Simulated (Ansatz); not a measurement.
# Pb (Fm-3m) in Ansatz: band structure with HSEsol

Aim: the band structure of Pb with HSEsol.

Everything below comes from runs of Ansatz 0.2.0. Logs are shortened: lines on timing, memory, paths and dates and some standing lists are left out, and cuts for length are marked.

### 1 The structure

It takes space group Fm-3m (No. 225, cubic). Conventional cell: a = 4.950 Å, b = 4.950 Å, c = 4.950 Å, α = 90.00°, β = 90.00°, γ = 90.00°. Around Pb (site symmetry m-3m) lie 12 Pb at 3.50 Å.

### 2 Band structure, HSEsol

input.yaml

```yaml
crystal:
  lattice:
    - [0.0, 2.47502, 2.47502]
    - [2.47502, 0.0, 2.47502]
    - [2.47502, 2.47502, 0.0]
  atoms:
    - { symbol: Pb, position: [0.0, 0.0, 0.0] }
hamiltonian:
  xc:
    exchange: hjs_pbesol
    correlation: pbesol
    exx: { coeff: 0.25, omega: 0.207 }
  pseudopotentials: { kind: paw }
kpoints:
  mp_grid: { grid: [5, 5, 5] }
  band_path:
    path:
      - [[0.0, 0.0, 0.0], [0.5, 0.0, 0.5], [0.5, 0.25, 0.75], [0.375, 0.375, 0.75], [0.0, 0.0, 0.0], [0.5, 0.5, 0.5], [0.625, 0.25, 0.625], [0.5, 0.25, 0.75], [0.5, 0.5, 0.5], [0.375, 0.375, 0.75]]
      - [[0.625, 0.25, 0.625], [0.5, 0.0, 0.5]]
    npoints: 4
scf:
  occupations: { method: fermi_dirac, width: 0.05 }
  n_extra_bands: 6
output:
  forces: true
  stress: true
  eigenvalues: true
  fatbands: false
```

Potentials or basis: Ansatz PAW.

Run with:

```console
ansatz run input.yaml --threads 2 --pin off --max-ram 5632MiB --backend cpu --events-out ev --progress --plain --runs-dir out
```

Output:

```text
Warning: output.stress: scf.convergence.dr2_threshold = 1e-7 eV (the SCF's general default) is looser than the 1e-10 eV advised for a printed stress (1e-10 eV for each atom of the cell: 1). What an SCF threshold leaves in a stress goes as its square root, and in the free energy as the threshold itself, and one threshold admits the most on a small cell: of the crystals measured, under no hybrid functional and no lock of the moments, on runs that ended without the residual-converged pass, on stresses that held no estimate of that error, the worst erred by over 100 MPa in a component at 1e-7 eV an atom and by under 5 at 1e-10. Set scf.convergence.dr2_threshold to 1e-10 eV or tighter. The threshold is an SCF's pass mark: one that does not reach it within its budget of iterations ends unconverged, or closes short of it on a stop that the run arms, and scf.convergence.dr2_threshold's page says what that costs each kind of run
Warning: output.stress: scf.exx.energy_threshold = 1e-6 eV is looser than the 1e-8 eV advised for a stress under a hybrid functional (1e-8 eV for each atom of the cell: 1). Every SCF of the exchange loop can meet its threshold on dr2 while the loop round them stops early: no threshold on dr2 bounds what that leaves in the stress. Set scf.exx.energy_threshold to 1e-8 eV or tighter. The threshold is the loop's pass mark: a loop that does not reach it within its budget of cycles ends unconverged, and scf.exx.energy_threshold's page has the law
Warning: RAYON_NUM_THREADS=2 ignored (pool sized by the plan → 2); use --threads N
scf.n_extra_bands = 6 over 7 filled bands (N_el = 14.0): the run solves 13 bands
Engine: ansatz 0.2.0, x86_64-unknown-linux-gnu
Pseudopotentials: kind: paw
Pseudopotential: Pb, paw, valence charge 14, recommended cutoff 420 eV (normal), Pb.paw.azcp
Functional definition: unnamed
  parameter a_1 = 0.25
  parameter omega_1 = 0.207/angstrom
  exchange = pbe_x(mu = 0.12345679012345678) + (-a_1)*hjs_pbesol_x_sr(omega_1) + a_1*exact_x_sr(omega_1)
  correlation = pbe_c(beta = 0.046)
Crystal: 1 atoms, lattice volume = 30.323 Å³
Basis set: ecut = 420 eV, 609 PW (Γ), exchange–correlation on 48×48×48 points (8 copies of the dense FFT grid, shifted against one another)
Bands: 13, of which v1, the nominal top of the filled ones, is band 7 counted from 1 (6 counted from 0)
Symmetry: 48 space group operations
Space group: Fm-3m (ITA 225), of the structure as read, at distance tolerance 3.1e-5 Å
k-points: 10 of 125
Non-local potential: Pb, projectors of the file, l = 0: 2, l = 1: 2, l = 2: 2, l = 3: 2
PAW form: soft (Blöchl's): semilocal exchange-correlation on the pseudo side does not see the compensation charge
PAW frozen core: Pb, regenerated for the run's functional, and the local potential with it (the file was generated under x = pbe(κ = 0.804, μ = 0.2195149727645171), c = pbe(β = 0.06672455060314922))
PAW one-centre angular grid: Pb, 590 points (default); XC on 64 Gauss nodes
Initial density: superposition of atomic densities (neutral atoms: chi_scale 0, normalization atom), corrected by the library's trained network
Initial wavefunctions: pseudopotential atomic-orbital guess
Functional: x = pbesol(κ = 0.804, μ = 0.12345679012345678), c = pbesol(β = 0.046), warm-up for x = hjs_pbesol + 0.25 (exact − hjs_pbesol) at short range (ω = 0.207 Å⁻¹), c = pbesol(β = 0.046)
SCF iter   1: F=—  HF=-11754.916278 eV  |F-HF|=—  |Δ(HF+E_count)|=         —  Δρ=1.41e-3  dr2=7.32e-4  ethr=1.77e-3  ⟨swp⟩=12.0  Hψ=708  notcnv=0
preconditioner: auto → none  [insulator: Δε(μ)=0.541 eV  Ē_g=22.555 eV  σ=0.050 eV  W_gap=0.63  n_scr=8 (ndim 8)  ℏωp=25.2 eV  f_vac=0.000  D(μ)=1.81/eV (n_scr^D=14)]
iter 2 solved again at ethr=1.26e-7 eV; its pass at ethr=5.23e-6 eV (dr2=1.76e-5 eV) is discarded
SCF iter   2: F=—  HF=-11754.916056 eV  |F-HF|=—  |Δ(HF+E_count)|=   2.22e-4  Δρ=3.16e-4  dr2=1.65e-5  ethr=1.26e-7  ⟨swp⟩=3.6  Hψ=553  notcnv=0
SCF iter   3: F=—  HF=-11754.916053 eV  |F-HF|=—  |Δ(HF+E_count)|=   2.33e-6  Δρ=1.36e-4  dr2=2.49e-6  ethr=1.18e-7  ⟨swp⟩=2.0  Hψ=198  notcnv=0
SCF iter   4: F=—  HF=-11754.916054 eV  |F-HF|=—  |Δ(HF+E_count)|=   3.21e-7  Δρ=1.28e-5  dr2=4.13e-8  ethr=1.78e-8  ⟨swp⟩=3.9  Hψ=227  notcnv=0
SCF iter   5: F=-11754.916054 eV  HF=-11754.916054 eV  |F-HF|=1.40e-10  |Δ(HF+E_count)|=   1.20e-8  Δρ=1.52e-6  dr2=5.14e-10  ethr=2.95e-10  ⟨swp⟩=4.0  Hψ=277  notcnv=0
SCF 1 converged in 5 iterations: F = -11754.916054 eV  dr2 = 5.14e-10
Initial density: handed on by an earlier stage of this run
Initial wavefunctions: those handed on with the density
Functional: x = hjs_pbesol + 0.25 (exact − hjs_pbesol) at short range (ω = 0.207 Å⁻¹), c = pbesol(β = 0.046)
Exchange kernel: α = 0.2500, screened, ω = 0.2070 Å⁻¹, Wigner–Seitz truncation, v(0) = 1045.2165 eV·Å³, q-mesh 5×5×5, nearest image of the exchange supercell L = 17.50 Å, pair-density grid 15×15×15, without the augmentation charges, whose exchange is taken in its separable form by FFT convolution over the k-point mesh (sized by the pseudopotential files, 20×20×20 at the most), smooth part of the exact exchange by density-matrix convolution
Frozen-core exchange: fock
iter 1 solved again at ethr=6.36e-5 eV; its pass at ethr=1.00e-1 eV (dr2=8.90e-3 eV) is discarded
SCF iter   1: F=—  HF=-11797.377101 eV  |F-HF|=—  |Δ(HF+E_count)|=         —  Δρ=6.55e-3  dr2=8.13e-3  ethr=6.36e-5  ⟨swp⟩=5.0  Hψ=681  notcnv=0
preconditioner: auto → none  [insulator: Δε(μ)=0.671 eV  Ē_g=24.846 eV  σ=0.050 eV  W_gap=0.63  n_scr=8 (ndim 8)  ℏωp=25.2 eV  f_vac=0.000  D(μ)=1.80/eV (n_scr^D=14)]
SCF iter   2: F=—  HF=-11797.375942 eV  |F-HF|=—  |Δ(HF+E_count)|=   1.16e-3  Δρ=2.47e-3  dr2=9.69e-4  ethr=5.71e-5  ⟨swp⟩=2.6  Hψ=269  notcnv=0
SCF iter   3: F=—  HF=-11797.375976 eV  |F-HF|=—  |Δ(HF+E_count)|=   3.43e-5  Δρ=3.49e-4  dr2=6.03e-5  ethr=6.89e-6  ⟨swp⟩=3.1  Hψ=283  notcnv=0
SCF iter   4: F=—  HF=-11797.375960 eV  |F-HF|=—  |Δ(HF+E_count)|=   1.66e-5  Δρ=3.58e-4  dr2=3.21e-5  ethr=4.30e-7  ⟨swp⟩=3.7  Hψ=281  notcnv=0
SCF iter   5: F=—  HF=-11797.375947 eV  |F-HF|=—  |Δ(HF+E_count)|=   1.29e-5  Δρ=1.40e-4  dr2=5.75e-6  ethr=2.28e-7  ⟨swp⟩=2.0  Hψ=198  notcnv=0
SCF iter   6: F=-11797.375944 eV  HF=-11797.375944 eV  |F-HF|=1.62e-7  |Δ(HF+E_count)|=   2.52e-6  Δρ=2.56e-5  dr2=1.90e-7  ethr=4.10e-8  ⟨swp⟩=3.4  Hψ=279  notcnv=0
SCF 2 stopped early in 6 iterations: F = -11797.375944 eV  dr2 = 1.90e-7
hybrid outer 1: dexx = +1.654e-3 eV, tail = 4.08e-6 eV
Exchange kernel: α = 0.2500, screened, ω = 0.2070 Å⁻¹, Wigner–Seitz truncation, v(0) = 1045.2165 eV·Å³, q-mesh 5×5×5, nearest image of the exchange supercell L = 17.50 Å, pair-density grid 15×15×15, without the augmentation charges, whose exchange is taken in its separable form by FFT convolution over the k-point mesh (sized by the pseudopotential files, 20×20×20 at the most), smooth part of the exact exchange by density-matrix convolution
Frozen-core exchange: fock
SCF iter   1: F=—  HF=-11797.375899 eV  |F-HF|=—  |Δ(HF+E_count)|=         —  Δρ=1.72e-5  dr2=7.98e-8  ethr=1.46e-7  ⟨swp⟩=6.0  Hψ=398  notcnv=0
preconditioner: auto → none  [insulator: Δε(μ)=0.685 eV  Ē_g=24.766 eV  σ=0.050 eV  W_gap=0.63  n_scr=8 (ndim 8)  ℏωp=25.2 eV  f_vac=0.000  D(μ)=1.80/eV (n_scr^D=14)]
SCF iter   2: F=-11797.375899 eV  HF=-11797.375899 eV  |F-HF|=1.18e-9  |Δ(HF+E_count)|=   7.87e-8  Δρ=6.77e-6  dr2=6.82e-9  ethr=5.44e-10  ⟨swp⟩=4.2  Hψ=297  notcnv=0  defer=4
SCF 3 converged in 2 iterations: F = -11797.375899 eV  dr2 = 6.82e-9
  Residual-converged pass: ⟨swp⟩=3.1  Hψ=263  notcnv=0  max |occ|·‖R‖ = 2.4e-6 eV (tolerance 2.4e-6 eV)  dr2=6.99e-9  dr2_onsite=3.82e-10  max |Δocc| = 1.2e-12
hybrid outer 2: dexx = +4.402e-8 eV, tail = 1.55e-8 eV, Δε = 1.06e-3 eV (about 7.06e-5 eV left of the loop's levels)
NSCF: frozen V_eff on 42 k-points
hybrid SCF converged: 2 outer / 8 inner (+5 warm-up), last move |dexx| = 4.40e-8 eV, tail = 1.55e-8 eV
Stability not checked: this state was not tested for a lower state beside it, because the functional holds exact exchange (a hybrid, or Hartree-Fock), whose exchange loop this test does not read (fock_operator; see scf.lower_state_search)
Free energy (F): -11797.375899 eV
Frozen-core exchange: fock
Harris-Foulkes:  -11797.375899 eV  (|F-HF|=1.18e-9)
Internal energy: -11797.363119 eV  (E = F + TS)
E sigma→0 (E₀):  -11797.369509 eV
Entropy (-TS):   -0.012780 eV (-12.780 meV/atom)
Fermi energy:    10.399501 eV
--- Per-component energies (eV) ---
  E_band       = -61.003856
  E_kinetic    = 288.685249
  E_local      = -1017.519527  (includes V_loc(G=0)·N_el)
  E_nonlocal   = 351.969438
  E_hartree    = 404.745610
  E_xc         = -174.469138
  E_vxc        = -105.824915  (∫ρ·V_xc dr)
  E_exx        = -31.255839  (= α·E_x^exact, valence–valence)
  E_paw        = -10312.836094  (= ΣΔE_a)
  E_vpaw       = -325.295893  (= ΣTr[D̂ρ^β])
  E_aug_tail   = 0.000050  (compensation charges beyond the density's cutoff)
  E_ewald      = -1307.059754
  E_core_change = 0.376889  (= ΣΔE_core)
  E_smearing   = -0.012780  (= −TS)
  E_closure    = -0.000001  (closes the sum)
  Σ components = -11797.375899   (vs F -11797.375899, Δ=0.00e0)
--- Forces (eV/Å), atoms counted from 1 ---
  atom   1  Pb     0.00000000    -0.00000000     0.00000000
  max |Σ_I F_I| component: 8.41e-30 eV/Å
--- Stress (GPa, compression-positive) ---
       -1.380142       0.000000      -0.000000
        0.000000      -1.380142       0.000000
       -0.000000      -0.000000      -1.380142
  P = ⅓ Tr σ = -1.3801 GPa (-13.801 kbar)
--- Band table (eV; the first three rows and the last of 10) ---
  k-point 0: bands = ["-8.2382", "-8.2382", "-8.2382", "-8.0885", "-8.0885", "-2.3450", "18.9104", "18.9104", "18.9104", "21.1891", "22.9029", "23.9761", "23.9761"]
  k-point 1: bands = ["-8.2441", "-8.2018", "-8.2018", "-8.0744", "-8.0744", "-1.4822", "13.2977", "18.0862", "18.0862", "20.4778", "23.6667", "24.3571", "24.3571"]
  k-point 2: bands = ["-8.2675", "-8.2195", "-8.2195", "-7.9717", "-7.9717", "0.9311", "7.3100", "17.0889", "17.0889", "20.3991", "21.4258", "22.8280", "22.8280"]
  k-point 9: bands = ["-8.2451", "-8.2314", "-8.1159", "-8.0160", "-7.9504", "2.7444", "8.7127", "10.3739", "12.4937", "21.2174", "22.2941", "23.7934", "27.7026"]
```

Wall time 55 s (2 threads of Intel Xeon Platinum 8375C at 2.90GHz (Ice Lake), shared host); peak memory 0.67 GiB.

Results:

- Free energy: -11797.3759 eV
- Pressure: -1.4 GPa
- Band gap on the k mesh: none (metal or under the smearing width)

Levels at the corners of the path, in eV from the Fermi level:
| point | band 5 | band 6 | band 7 | band 8 | band 9 | band 10 |
| --- | --- | --- | --- | --- | --- | --- |
| Γ | -18.49 | -12.74 | 8.51 | 8.51 | 8.51 | 10.79 |
| X | -18.31 | -6.96 | -3.38 | 2.66 | 2.66 | 6.12 |
| W | -18.31 | -6.82 | -1.22 | -1.22 | 0.64 | 11.99 |
| K | -18.36 | -7.05 | -2.25 | -1.05 | 3.68 | 7.28 |
| Γ | -18.49 | -12.74 | 8.51 | 8.51 | 8.51 | 10.79 |
| L | -18.35 | -8.59 | -4.44 | 6.54 | 6.54 | 10.22 |
| U | -18.36 | -7.05 | -2.25 | -1.05 | 3.68 | 7.28 |
| W | -18.31 | -6.82 | -1.22 | -1.22 | 0.64 | 11.99 |
| L | -18.35 | -8.59 | -4.44 | 6.54 | 6.54 | 10.22 |
| K | -18.36 | -7.05 | -2.25 | -1.05 | 3.68 | 7.28 |
| U | -18.36 | -7.05 | -2.25 | -1.05 | 3.68 | 7.28 |
| X | -18.31 | -6.96 | -3.38 | 2.66 | 2.66 | 6.12 |

Caveat: the k mesh is coarse (spacing up to 0.44 Å⁻¹), so the values aren't converged, least of all with exact exchange; spin-orbit coupling is left out, which moves the levels of the heavy elements; the PAW data sets come from PBE, with cores solved anew for the run's functional, which leaves a small shift of forces and pressure; the thresholds are loose for stress.
